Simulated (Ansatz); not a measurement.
**Structure optimisation: tellurium, hcp**

The calculation used DFT, PBE, plane waves (420 eV) with PAW, scalar-relativistic (Ansatz).

k-point mesh 11×11×6, Fermi-Dirac smearing 0.1 eV, no spin polarisation. Cell and atoms relax.

Starting structure:

```yaml
crystal:
  lattice:
    - [3.4420649897, 0.0, 0.0]
    - [-1.7210324948, 2.9809157225, 0.0]
    - [0.0, 0.0, 5.6208921281]
  atoms:
    - { symbol: Te, position: [0.3333333333, 0.6666666667, 0.25] }
    - { symbol: Te, position: [0.6666666667, 0.3333333333, 0.75] }
hamiltonian:
  xc: pbe
  pseudopotentials:
    kind: paw
    azcp:
      Te: "pseudopotentials/Te.paw.azcp"
basis:
  ecutwfc: 420
  fft_grid_basis: typed
kpoints:
  mp_grid: { grid: [11, 11, 6], shift: [0, 0, 0] }
magnetization:
  spin_polarized: false
scf:
  occupations: { method: fermi_dirac, width: 0.1 }
relax:
  max_steps: 60
  f_tol: 0.01
  cell: {}
```

The pressure at the start is -0.8 GPa. By how much does the volume change?

From 28.84 to 31.47 Å³ per atom, 9.1 %. The final cell has a = 4.058 Å, c = 4.413 Å (c/a = 1.088).

The cell has left the hcp structure type; it ends in P6_3/mmc.

How much energy does the relaxation gain?

229.1 meV per atom.

Path of the relaxation (the plane waves are chosen anew near the end, which can shift the energy a little):

```
step  E − E(final) (meV/atom)  V (Å³/atom)  P (GPa)  max force (eV/Å)
   0                   229.08       28.837    -0.77             0.000
   1                   215.02       28.292     0.14             0.000
   2                   188.42       28.352     0.20             0.000
   3                   127.92       28.314     0.93             0.000
   4                    62.38       28.758     1.34             0.000
   5                    18.07       30.098     0.42             0.000
   6                    15.32       30.479     1.17             0.000
   7                     9.54       30.907    -0.15             0.000
   8                     9.44       30.774     0.03             0.000
   9                     2.44       30.774     0.52             0.000
  10                     0.49       31.177     0.21             0.000
  11                     0.12       31.419     0.03             0.000
  12                     0.11       31.470     0.00             0.000
  13                     0.00       31.470     0.00             0.000
```
